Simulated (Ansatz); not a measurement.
Crystal: FeO (Wuestite).

```
CELL_PARAMETERS angstrom
0.00000 2.15540 2.15540
2.15540 0.00000 2.15540
2.15540 2.15540 0.00000
ATOMIC_POSITIONS crystal
Fe 0.00000 0.00000 0.00000
O 0.50000 0.50000 0.50000
```

Base run:

- Program: Ansatz 0.2.0
- Functional: PBEsol
- Potentials or basis: Ansatz PAW
- Cutoff: 420 eV (not typed: the program's choice for these potentials)
- k mesh: 11 × 11 × 11
- Occupations: fermi-dirac, width 0.05 eV
- Spin: collinear spin, ferromagnetic start
- Starting moments: [3.0, 0.0] μB

Its results: band gap on the k mesh none (metal or under the smearing width); pressure -8.5 GPa; net moment 4.00 μB per cell; site moments Fe +3.44; O +0.33 μB.

Q: The run is repeated on the same cell with these changes: functional from PBEsol to PBE; cutoff from 420 eV (not typed: the program's choice for these potentials) to 350 eV. What comes out?

A: Band gap on the k mesh none (metal or under the smearing width); pressure 0.2 GPa; net moment 4.00 μB per cell; site moments Fe +3.45; O +0.32 μB.

PBE binds less tightly than PBEsol, so the same cell stands under more pressure.

Caveats: a cell with one magnetic atom can't hold antiferromagnetic order, which such compounds often take; semilocal functionals often make such compounds metallic where correlation or magnetic order opens a gap, which also shifts bond lengths; the PAW data sets come from PBE, with cores solved anew for the run's functional, which leaves a small shift of forces and pressure (some runs); the pressure holds a Pulay correction of +8.2 GPa for the finite cutoff (some runs); the cutoff lies under the one recommended for these potentials (some runs).
